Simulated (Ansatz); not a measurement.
Crystal: Ru, fcc type, 1 atom in the cell.

Level of theory: Ansatz 0.2.0 development build, r²SCAN, plane waves, PAW datasets (earlier set, tuned by hand).

Cutoff 990 eV; k-mesh 15×15×15 Γ-centred; Fermi–Dirac smearing of 0.1 eV; no spin polarisation.

The fit to the energies gives V₀ = 13.567 Å³/atom (a₀ = 3.786 Å), B₀ = 330 GPa, B₀′ = 4.79.

Task: What pressure does the program print at V = 13.149 Å³/atom, and how far above the lowest computed point (V = 13.564 Å³/atom) does the energy lie?

Result: 11.14 GPa and 14.09 meV/atom. All points:

```tsv
V (Å³/atom)	a (Å)	E − E(min) (meV/atom)	P (GPa)
12.734	3.7068	59.59	24.36
13.149	3.7467	14.09	11.14
13.564	3.7857	0.00	0.06
13.979	3.8240	12.23	-9.22
14.395	3.8615	46.47	-16.97
```

The stress includes the program's correction for the finite plane-wave basis.

This cubic structure is a model: it isn't the usual form of the substance at ambient conditions, and such phases are metastable or hypothetical. The k-mesh is modest, so these values aren't fully converged in k.
